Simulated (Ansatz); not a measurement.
# FeGe: the cost of one run

Method: DFT PBE with spin–orbit coupling, plane waves, PAW, in Ansatz 0.2.0.

1 further run of the same task is left out (set aside as unsound or not needed). Runs told in other sessions of the task aren't counted.

## (1) Starting point

The structure is hexagonal, space group P6/mmm (No. 191). The conventional cell has a = 4.960 Å, b = 4.960 Å, c = 4.047 Å, α = 90.00°, β = 90.00°, γ = 120.00°. Around Fe (site symmetry mmm) lie 6 Ge at 2.48 Å and 4 Fe at 2.48 Å. Ge (site symmetry 6/mmm) is surrounded by 6 Fe at 2.48 Å. Around Ge (site symmetry -6m2) lie 6 Fe at 2.48 Å.

As a file:

```cif
data_structure
_symmetry_space_group_name_H-M 'P6/mmm'
_symmetry_Int_Tables_number 191
_cell_length_a 4.9598
_cell_length_b 4.9598
_cell_length_c 4.0466
_cell_angle_alpha 90.000
_cell_angle_beta 90.000
_cell_angle_gamma 120.000
_cell_volume 86.21
loop_
_atom_site_label
_atom_site_type_symbol
_atom_site_symmetry_multiplicity
_atom_site_Wyckoff_symbol
_atom_site_fract_x
_atom_site_fract_y
_atom_site_fract_z
_atom_site_occupancy
Fe1 Fe 3 f 0.50000 0.00000 0.00000 1
Ge1 Ge 1 a 0.00000 0.00000 0.00000 1
Ge2 Ge 2 d 0.33333 0.66667 0.50000 1
```

An earlier run at PBE with spin–orbit coupling left this cell at 14.368 Å³/atom and 0.01 GPa (8×8×8 mesh).

Volume factors to run: 0.980, 1.020, 0.960, 1.040.

## (2) At 0.980 of the relaxed volume

input.yaml

```yaml
crystal:
  lattice:
    - [4.9265404088, 0.0, 0.0]
    - [-2.4632702044, 4.2665091468, 0.0]
    - [0.0, 0.0, 4.0194255597]
  atoms:
    - { symbol: Fe, position: [0.5, 0.0, 0.0], spin: 1.48, spin_axis: [0.0, 0.0, 1.0] }
    - { symbol: Fe, position: [0.5, 0.5, 0.0], spin: 1.48, spin_axis: [0.0, 0.0, 1.0] }
    - { symbol: Fe, position: [0.0, 0.5, 0.0], spin: 1.48, spin_axis: [0.0, 0.0, 1.0] }
    - { symbol: Ge, position: [0.0, 0.0, 0.0] }
    - { symbol: Ge, position: [0.3333333333, 0.6666666667, 0.5] }
    - { symbol: Ge, position: [0.6666666667, 0.3333333333, 0.5] }
basis:
  ecutwfc: 420
  ecutrho_ratio: 4
kpoints:
  mp_grid: { grid: [8, 8, 8] }
hamiltonian:
  xc: pbe
scf:
  occupations: { method: gaussian, width: 0.05 }
output:
  forces: true
  stress: true
  eigenvalues: true
  populations: true
magnetization:
  noncollinear: true
  spin_orbit: true
relax:
  f_tol: 0.01
  max_steps: 40
  cell: { stress_tol: 0.1, fix: [volume] }
```

The run is started by

```console
$ ansatz run input.yaml --threads 4 --pin off --max-ram 7168MiB --backend cpu --events-out ev --progress --plain --runs-dir out
```

What time and memory should one allow on 4 threads of Arm Neoverse V2, shared host?

About 2.9 min, with a peak of 1.6 GiB.
